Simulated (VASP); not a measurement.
Wanted: the native input for a VASP 6.6.1 run.

```
Task                      : vibrations by finite differences
Functional                : PBE
Potentials or basis       : VASP PAW PBE potentials, release 64 (Si, W_sv)
Cutoff                    : 520 eV
k mesh                    : 18 × 18 × 18
Occupations               : gaussian, width 0.1 eV
Spin                      : collinear spin, ferromagnetic start
Starting moments          : [0, 0, 1] μB
Ions in elastic constants : relaxed
Further INCAR settings    : ALGO = Normal; EDIFF = 1e-08; NBANDS = 22; IBRION = 6; POTIM = 0.015; NSW = 1; ISIF = 3
```

The structure of Si2W lies in POSCAR:

```
Si2W                                    
1.0
   -1.6148367781      1.6148367781      3.9335668043
    1.6148367781     -1.6148367781      3.9335668043
    1.6148367781      1.6148367781     -3.9335668043
  Si              W             
     2     1
Direct
     0.3345579511475520    0.3345579511475520    0.0000000000000000
     0.6654420488524480    0.6654420488524480    0.0000000000000000
     0.0000000000000000    0.0000000000000000    0.0000000000000000
```

These files were run (other wordings do the same):

INCAR

```
PREC = Accurate
ENCUT = 520
EDIFF = 1E-8
ISMEAR = 0
SIGMA = 0.1
LREAL = F
LASPH = T
NELM = 100
ALGO = Normal
ISIF = 3
LWAVE = F
LCHARG = F
ISPIN = 2
MAGMOM = 0 0 1
LORBIT = 11
LMAXMIX = 4
GGA = PE
NBANDS = 22
IBRION = 6
NFREE = 2
POTIM = 0.015
NSW = 1
KPAR = 4
```

KPOINTS

```
Automatic mesh
0
Gamma
  18 18 18
```

Potentials or basis: VASP PAW PBE potentials, release 64 (Si, W_sv).

The run is started by

```bash
$ cat potpaw_PBE.64/Si/POTCAR potpaw_PBE.64/W_sv/POTCAR > POTCAR
$ mpirun -np 4 vasp_std > vasp.out
```

Results of the run:

```
Net moment                                            : 0.00 μB per cell
Valence electrons inside the program's atomic spheres : Si 1.62; W 12.18
Voigt bulk modulus                                    : 219 GPa
Highest phonon frequency at Γ                         : 439 cm⁻¹
```

Caveat: elastic constants of metals need much finer meshes, so these are rough.

Run time: 110 min on 4 MPI ranks on AMD EPYC 9R45 96-Core Processor (Zen 5), on a shared host, peak memory 3.1 GiB a rank.
